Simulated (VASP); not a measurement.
## PbSe (Clausthalite): single point with PBEsol

**What was measured.**

A printed reference work, monograph reports, for a bulk crystal of PbSe at 300 K: band gap 0.28 eV (direct).

The system is PbSe (Clausthalite).

```
CELL_PARAMETERS angstrom
0.00000 3.05030 3.05030
3.05030 0.00000 3.05030
3.05030 3.05030 0.00000
ATOMIC_POSITIONS crystal
Pb 0.00000 0.00000 0.00000
Se 0.50000 0.50000 0.50000
```

```json
{"Program": "VASP 6.6.1", "Task": "single point", "Functional": "PBEsol", "Potentials or basis": "VASP PAW PBE potentials, release 64 (Pb_d, Se)", "Cutoff": "520 eV", "k mesh": "6 × 6 × 6", "Occupations": "fermi-dirac, width 0.02 eV", "Spin": "no spin polarisation"}
```

```json
{
  "Pressure": "0.0 GPa",
  "Band gap on the k mesh": "0.17 eV, direct"
}
```

Levels at points of the mesh, in eV from the valence-band top:
```
           k point  band 6  band 7  band 8  band 9  band 10  band 11  band 12  band 13  band 14  band 15
(0.00, 0.00, 0.00)  -13.70   -6.32   -1.93   -1.93    -1.93     4.69     4.69     4.69     6.42     6.42
(0.50, 0.00, 0.00)  -12.60   -8.90   -1.51   -1.51     0.00     0.17     1.62     1.62     8.42    10.11
(0.50, 0.50, 0.00)  -12.21   -7.43   -5.12   -3.32    -3.32     3.53     5.62     5.62     6.04    11.31
```

It took 13 s on 1 thread of Intel(R) Xeon(R) Platinum 8375C CPU @ 2.90GHz (Ice Lake), on a shared host, peak memory 0.17 GiB.

Against the measured gap of PbSe, 0.28 eV (direct; 300 K; a printed reference work, monograph), the calculated 0.17 eV is off by -0.11 eV. 2 values of this kind are on record (0.15 to 0.28 eV); this one was drawn at random. Spin-orbit coupling on Pb, Se is left out. The value is that of PBEsol on a finite k mesh, which can miss the band edges, without temperature or zero-point motion. Semilocal functionals fall short of measured gaps as a rule.

Caveat: the PAW data sets were made with another functional, which shifts forces and pressure a little; spin-orbit coupling is left out, which moves the levels of the heavy elements.
